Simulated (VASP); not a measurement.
Runs of VASP 6.6.1 on Nb. The cell holds a slab with vacuum, 7 atoms: a = 3.328 Å, b = 3.328 Å, c = 24.984 Å, α = 90.00°, β = 90.00°, γ = 90.00°. The slab is cut from a database's or a generator's crystal, which needn't be the stable form of the element.

| task | level | potentials or basis | cell | k mesh | cutoff (eV) | atoms held fixed (from 0) | gap on the mesh (eV) | largest force (eV/Å) |
| --- | --- | --- | --- | --- | --- | --- | --- | --- |
| single point | PBE | VASP PAW PBE potentials, release 64 (Nb_sv_GW) | as given | 6 × 6 × 1 | 600 | - | none | 1.31 |
| relaxation of the atoms | RPBE | VASP PAW PBE potentials, release 64 (Nb_sv) | atoms relaxed | 6 × 6 × 1 | 520 | [0, 1, 2] | none | - |
| single point | PBE | VASP PAW PBE potentials, release 64 (Nb_pv) | as given | 6 × 6 × 1 | 600 | - | none | 1.21 |
| single point | PBE | VASP PAW PBE potentials, release 64 (Nb_sv) | as given | 6 × 6 × 1 | 600 | - | none | 1.32 |
| single point | PBE | VASP PAW PBE potentials, release 54 (Nb_pv) | as given | 6 × 6 × 1 | 600 | - | none | 1.21 |
| relaxation of the atoms | RPBE+D4 | VASP PAW PBE potentials, release 64 (Nb_sv) | atoms relaxed | 6 × 6 × 1 | 520 | [0, 1, 2] | none | - |
| work function | PBE | VASP PAW PBE potentials, release 64 (Nb_sv) | as given | 8 × 8 × 1 | 520 | - | none | (a) |

Alike in all rows: no spin polarisation; smearing fermi-dirac 0.05 eV.

Q: Fill in the values left out.

A: (a) 1.19.

Caveats: the PAW data sets were made with another functional, which shifts forces and pressure a little (some runs).

A k mesh can miss the band edges, and the runs leave out spin-orbit coupling on Nb.

A gap of «none» marks a metal or a gap under the smearing width.

The runs don't all hold the same shells in valence.
